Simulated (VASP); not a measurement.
Set up this calculation in VASP 6.6.1, as the native input.

| Quantity | Value |
| --- | --- |
| Task | band structure |
| Functional | TB-mBJ |
| Potentials or basis | VASP PAW PBE potentials, release 64 (Mg, B) |
| Cutoff | 520 eV |
| k mesh | 7 × 7 × 6 |
| Occupations | gaussian, width 0.01 eV |
| Spin | non-collinear spin, ferromagnetic start, spin-orbit coupling |
| Starting moments | [[0.289, 0.289, 0.289], [0.0, 0.0, 0.0], [0.0, 0.0, 0.0]] μB |
| Further INCAR settings | ALGO = Normal; EDIFF = 1e-07; NBANDS = 21 |

MgB2:

```
CELL_PARAMETERS angstrom
3.08500 0.00000 0.00000
-1.54250 2.67169 0.00000
0.00000 0.00000 3.52300
ATOMIC_POSITIONS crystal
Mg 0.00000 0.00000 0.00000
B 0.66667 0.33333 0.50000
B 0.33333 0.66667 0.50000
```

The input as run:

POSCAR

```
MgB2
1.0
    3.0850000000      0.0000000000      0.0000000000
   -1.5425000000      2.6716883707      0.0000000000
    0.0000000000      0.0000000000      3.5230000000
Mg B
1 2
Direct
    0.0000000000      0.0000000000      0.0000000000
    0.6666666667      0.3333333333      0.5000000000
    0.3333333333      0.6666666667      0.5000000000
```

INCAR.step1

```
ALGO = Normal
EDIFF = 1E-5
ENCUT = 520
GGA = PE
GGA_COMPAT = F
ISIF = 2
ISMEAR = 0
LASPH = T
LCHARG = F
LORBIT = 11
LORBMOM = T
LREAL = F
LSORBIT = T
LWAVE = T
MAGMOM = 0.289 0.289 0.289 0 0 0 0 0 0
NBANDS = 21
NELM = 80
PREC = Accurate
SIGMA = 0.01
```

INCAR.step2

```
ALGO = Normal
EDIFF = 1E-7
ENCUT = 520
GGA_COMPAT = F
ISIF = 2
ISMEAR = 0
ISTART = 1
LASPH = T
LCHARG = F
LORBIT = 11
LORBMOM = T
LREAL = F
LSORBIT = T
LWAVE = F
MAGMOM = 0.289 0.289 0.289 0 0 0 0 0 0
METAGGA = MBJ
NBANDS = 21
NELM = 80
PREC = Accurate
SIGMA = 0.01
```

KPOINTS

```
k-points
0
Gamma
  7 7 6
```

KPOINTS_OPT

```
path GMKGALHA,LM,KH
10
line-mode
reciprocal
 0.0000000000  0.0000000000  0.0000000000  G
 0.5000000000  0.0000000000  0.0000000000  M

 0.5000000000  0.0000000000  0.0000000000  M
 0.3333333333  0.3333333333  0.0000000000  K

 0.3333333333  0.3333333333  0.0000000000  K
 0.0000000000  0.0000000000  0.0000000000  G

 0.0000000000  0.0000000000  0.0000000000  G
 0.0000000000  0.0000000000  0.5000000000  A

 0.0000000000  0.0000000000  0.5000000000  A
 0.5000000000  0.0000000000  0.5000000000  L

 0.5000000000  0.0000000000  0.5000000000  L
 0.3333333333  0.3333333333  0.5000000000  H

 0.3333333333  0.3333333333  0.5000000000  H
 0.0000000000  0.0000000000  0.5000000000  A

 0.5000000000  0.0000000000  0.5000000000  L
 0.5000000000  0.0000000000  0.0000000000  M

 0.3333333333  0.3333333333  0.0000000000  K
 0.3333333333  0.3333333333  0.5000000000  H
```

Potentials or basis: VASP PAW PBE potentials, release 64 (Mg, B).

Command:

```sh
$ cat potpaw_PBE.64/Mg/POTCAR potpaw_PBE.64/B/POTCAR > POTCAR
$ cp INCAR.step1 INCAR
$ mpirun -np 1 vasp_ncl > vasp.out
$ cp INCAR.step2 INCAR
$ mpirun -np 1 vasp_ncl > vasp.out
```

It gave:

```
Net moment                                            : 0.00 μB per cell
Valence electrons inside the program's atomic spheres : Mg 0.36; B 1.92
```

It took 6.5 min on 1 thread of Intel(R) Xeon(R) Platinum 8559C (Emerald Rapids), with other jobs on the host, peak memory 0.39 GiB.
